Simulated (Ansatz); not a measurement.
Zn3H and its competing phases

Level of theory: DFT PBE, scalar-relativistic, plane waves, PAW (Ansatz). All cells share a 420 eV cutoff and Γ-centred k meshes spaced at most about 0.3 Å⁻¹ (about 0.25 or finer for metals, 2π included). No spin polarisation.

Formation energies are uncorrected and refer to the elements' standard structures at the same level (H₂ as a molecule).

All energies are static (0 K, no zero-point motion). With hydrogen, zero-point motion can shift formation energies by some tens of meV/atom.

The only competitors are the elements: no database compound of this system was among the rivals.

The candidate was reached from: AlFe3 type (Fm-3m).

```
Zn H
1.0
     0.00000    2.99658    2.99658
     2.99658    0.00000    2.99658
     2.99658    2.99658    0.00000
Zn H
3 1
Direct
  0.50000 0.50000 0.50000
  0.25000 0.25000 0.25000
  0.75000 0.75000 0.75000
  0.00000 0.00000 0.00000
```

Task: Is it stable, and against what?

Result: Not stable. Its formation energy is 0.475 eV/atom. The lowest competing mixture at this composition is this:

```tsv
phase	space group	source	share of atoms	ΔE_f (eV/atom)
Zn	-	element	0.7500	-0.0039
H₂ gas	-	element	0.2500	0.000
```

The lowest database cell of Zn (-0.0039) lies slightly below the reference, hence the non-zero entry.

The mixture lies at -0.003 eV/atom, and the candidate lies 0.48 eV/atom above it. The candidate matches no cell in the subsets of the Crystallography Open Database and the Materials Project at hand. Such a cell could exist only far from equilibrium. It has the BiF3 (D0_3) type.
